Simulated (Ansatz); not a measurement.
Computed with Ansatz (plane waves, PAW, 420 eV cutoff): PBE with spin–orbit coupling, two-component spinors, Γ-centred 12×12×6 mesh, 0.05 eV Gaussian smearing. The datasets are Ansatz's generated set soft_2.

A compound XS2 has these computed properties.

| Quantity | Value |
| --- | --- |
| Space group | P-3m1 (No. 164) |
| Conventional cell | a = 3.378 Å, b = 3.378 Å, c = 6.802 Å, α = 90.00°, β = 90.00°, γ = 120.00° |
| Volume | 22.41 Å³/atom |
| Band gap | zero (metallic) |
| Density of states at the Fermi level | about 0.5 states/(eV·atom) |
| Magnetic state | non-magnetic (the starting moments died out) |
| Site spin moments | none |

Spin axis [001].

Sites: X on 1a, S on 2d.

Task: Which element is X?
A. Ta
B. Re
C. Lu
D. Hf

Result: A. X is Ta, so the compound is TaS2.

The chain of runs began from a cell as deposited in COD, expanded in volume. The relaxation kept the space group but changed the cell's proportions, one axis by 10 % at equal volume, so the results may not describe the measured structure.

The starting moments died out; a magnetic state reached from other starts isn't excluded. The structure is built of weakly bound layers, and this functional has no dispersion term, so their spacing and all that hangs on it (volume, the soft elastic constants, low modes, dielectric constants) are poorly given.
